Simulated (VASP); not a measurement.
The input files of a VASP run:

**INCAR**
```
LASPH = .True.
LCHARG = .False.
EDIFFG = -0.01
ALGO = Normal   ! blocked Davidson
LREAL = .False.   ! projection in real space or not
NELM = 100
SYSTEM = SrF2
ISMEAR = 0   ! Gaussian
LMAXMIX = 4   ! l cut-off of mixed one-centre charges
ENCUT = 520   ! plane-wave cut-off (eV)
ISIF = 3   ! ions, shape and volume
IBRION = 2
SIGMA = 0.05   ! width (eV)
NSW = 40   ! most ionic steps
EDIFF = 1E-6   ! SCF stop (eV)
LWAVE = .False.
GGA = PE
PREC = Accurate
```

### KPOINTS
```
Regular mesh
0
Gamma
5 5 5
0 0 0
```

**POSCAR**
```
SrF2
1.0
  0.0000000000   2.9580000000   2.9580000000
  2.9580000000   0.0000000000   2.9580000000
  2.9580000000   2.9580000000   0.0000000000
Sr F
1 2
Cartesian
  0.1199999999   0.0500000001  -0.0000000000
  1.4790000000   1.4790000000   1.4790000000
  4.4370000000   4.4370000000   4.4370000000
```

POTCAR, in this order: Sr_sv F (PBE.64 set). Program: vasp_std.

### Question
Translate this PBE calculation to Ansatz.

### Answer
One equivalent input (not run):
Ansatz 0.2 input:
```yaml
crystal:
  lattice:
    - [0.0000000, 2.9580000, 2.9580000]
    - [2.9580000, 0.0000000, 2.9580000]
    - [2.9580000, 2.9580000, 0.0000000]
  atoms:
    - { symbol: Sr, position: [-0.0118323, 0.0118323, 0.0287356] }
    - { symbol: F, position: [0.2500000, 0.2500000, 0.2500000] }
    - { symbol: F, position: [0.7500000, 0.7500000, 0.7500000] }
kpoints:
  mp_grid: { grid: [5, 5, 5] }
hamiltonian:
  xc: pbe
  pseudopotentials: { kind: paw }
scf:
  occupations: { method: gaussian, width: 0.05 }
  max_iter: 100
relax:
  max_steps: 40
  f_tol: 0.01
  cell: {}
output: { forces: true, stress: true, eigenvalues: true }
```
What does not carry over: each code has its own PAW files, so the cut-off isn't converted (ENCUT is set for VASP's; basis.ecutwfc is left out, and Ansatz then takes the one that its files recommend); Ansatz stops its SCF on the density residual and VASP on the energy change (EDIFF).

The compound is SrF2 in the fluorite structure. In the starting cell atoms are displaced from their ideal sites. This run relaxes it. Symmetry was kept, so distortions that lower it aren't found.
